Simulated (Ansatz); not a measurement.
# NaH: the cost of one run

Method: DFT PBE, scalar-relativistic, plane waves, PAW, in Ansatz 0.2.0.

## Step 1: The starting structure

It takes space group R3m (No. 160, trigonal). Conventional cell: a = 3.526 Å, b = 3.526 Å, c = 18.317 Å, α = 90.00°, β = 90.00°, γ = 120.00°. Na (site symmetry 3m) has 3 H at 2.25 Å as nearest neighbours. Around Na (site symmetry 3m) lie 4 H at 2.15 to 2.31 Å. Around H (site symmetry 3m) lie 3 Na at 2.31 Å. Around H (site symmetry 3m) lie 4 Na at 2.15 to 2.25 Å.

Structure file:

```xyz
4
Lattice="1.7630 1.0178 6.1057 -1.7630 1.0178 6.1057 0.0000 -2.0357 6.1057" Properties=species:S:1:pos:R:3 pbc="T T T"
Na    0.0000    0.0000    4.4326
Na    0.0000    0.0000    7.4430
H     0.0000    0.0000    0.2522
H     0.0000    0.0000    9.5895
```

The start is the relaxed end of an invented cell (made as: close-packed anion layers stacked AB|C, with sites between them filled layer by layer (R3m, No. 160)), taken up again for a closer look.

## Step 2: Probe: one point on a coarse mesh

input.yaml reads:

```yaml
crystal:
  lattice:
    - [1.7629648, 1.0178482, 6.1056991]
    - [-1.7629648, 1.0178482, 6.1056991]
    - [0.0, -2.0356964, 6.1056991]
  atoms:
    - { symbol: Na, position: [0.241995, 0.241995, 0.241995] }
    - { symbol: Na, position: [0.406342, 0.406342, 0.406342] }
    - { symbol: H, position: [0.013768, 0.013768, 0.013768] }
    - { symbol: H, position: [0.52353, 0.52353, 0.52353] }
basis:
  ecutwfc: 420
kpoints:
  mp_grid: { grid: [6, 6, 6] }
hamiltonian:
  xc: pbe
scf:
  occupations: { method: gaussian, width: 0.1 }
  lower_state_search: "off"
output:
  forces: true
  stress: true
  eigenvalues: true
```

Run with:

```sh
$ ansatz run input.yaml --threads 1 --pin off --max-ram 3072MiB --backend cpu --events-out ev --progress --plain --runs-dir out
```

What time and memory should one allow on 1 thread of Intel Xeon 6975P-C (Granite Rapids), shared host?

About 1.2 s, with a peak of 0.35 GiB.
